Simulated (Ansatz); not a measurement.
LiF (Griceite):

```
F Li
1.0
     0.00000    2.01400    2.01400
     2.01400    0.00000    2.01400
     2.01400    2.01400    0.00000
F Li
1 1
Direct
  0.50000 0.50000 0.50000
  0.00000 0.00000 0.00000
```

Base run:

* Program: Ansatz 0.2.0
* Functional: HSE06
* Potentials or basis: Ansatz PAW
* Cutoff: 420 eV
* Density cutoff: 1680 eV
* k mesh: 8 × 8 × 8
* Occupations: fixed
* Spin: no spin polarisation

Its results: band gap on the k mesh 11.40 eV, direct.

Q: The run is repeated on the same cell with these changes: functional from HSE06 to PBE0; level from hse06 to pbe0. What comes out?

A: Band gap on the k mesh 12.16 eV, direct.

Not every run made on this cell is shown here.
